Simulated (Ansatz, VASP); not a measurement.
Two plane-wave programs on La2O

```
CELL_PARAMETERS angstrom
3.81469 0.00000 0.00000
-1.90734 3.30362 0.00000
0.00000 0.00000 6.19843
ATOMIC_POSITIONS crystal
La 0.33333 0.66667 0.21758
La 0.66667 0.33333 0.78242
O 0.00000 0.00000 0.00000
```

Change from the starting cell: species swapped into the LaHg2 type (P-3m1, No. 164).

Alike in both runs: task relaxation of cell and atoms; functional PBE; k mesh 15 × 15 × 8; occupations gaussian, width 0.1 eV; no spin polarisation.

|  | VASP | Ansatz |
| --- | --- | --- |
| version | VASP 6.6.1 | Ansatz 0.2.0 |
| potentials or method | VASP PAW PBE potentials, release 64 (La, O) | scalar-relativistic, plane waves, PAW |
| plane-wave cutoff (eV) | 600 | 420 |
| valence electrons in the cell | 28 | 28 |

```tsv
	VASP	Ansatz	Ansatz less VASP
gap on the k mesh at the Fermi level, each at its own relaxed structure (eV)	none	none	-
relaxed volume (Å³/atom)	25.97	26.05	+0.080
relaxed cell length with the largest relative difference (Å)	3.796	3.800	+0.0040
```

A gap of «none» marks a metal or a gap that the smearing closes.

The runs have no spin-orbit coupling, so splittings on La are missing.
